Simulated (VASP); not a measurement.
Ni:

```xyz
1
Lattice="-1.3837 1.3837 1.3837 1.3837 -1.3837 1.3837 1.3837 1.3837 -1.3837" Properties=species:S:1:pos:R:3 pbc="T T T"
Ni    0.0000    0.0000    0.0000
```

This isn't the form of Ni at room conditions, which is fcc.

```yaml
Program: VASP 6.6.1
Task: relaxation of cell and atoms
Functional: LDA
Potentials_or_basis: VASP PAW LDA potentials, release 64 (Ni)
Cutoff: 600 eV
k_mesh: 12 × 12 × 12
Occupations: fermi-dirac, width 0.05 eV
Spin: collinear spin, ferromagnetic start
Starting_moments: "[1.0] μB"
```

At the start: pressure -11.3 GPa; volume 10.60 Å³/atom.

**Question.** How do energy, volume and symmetry change on relaxing?

**Answer.** Over 4 steps the energy falls by 23.9 meV/atom and the volume is 10.03 Å³/atom (-5.3 %); space group Im-3m (No. 229, to 0.05 Å); moment 0.00 μB per cell.

The path:
```
step  energy change (eV)  largest force (eV/Å)  pressure (GPa)  volume (Å³)
   1              0.0000                0.0000          -11.29        10.60
   2              0.0012                0.0000           15.85         9.49
   3             -0.0239                0.0000            0.40        10.01
   4             -0.0239                0.0000           -0.10        10.03
```

Final structure:
```xyz
1
Lattice="-1.3587 1.3587 1.3587 1.3587 -1.3587 1.3587 1.3587 1.3587 -1.3587" Properties=species:S:1:pos:R:3 pbc="T T T"
Ni    0.0000    0.0000    0.0000
```
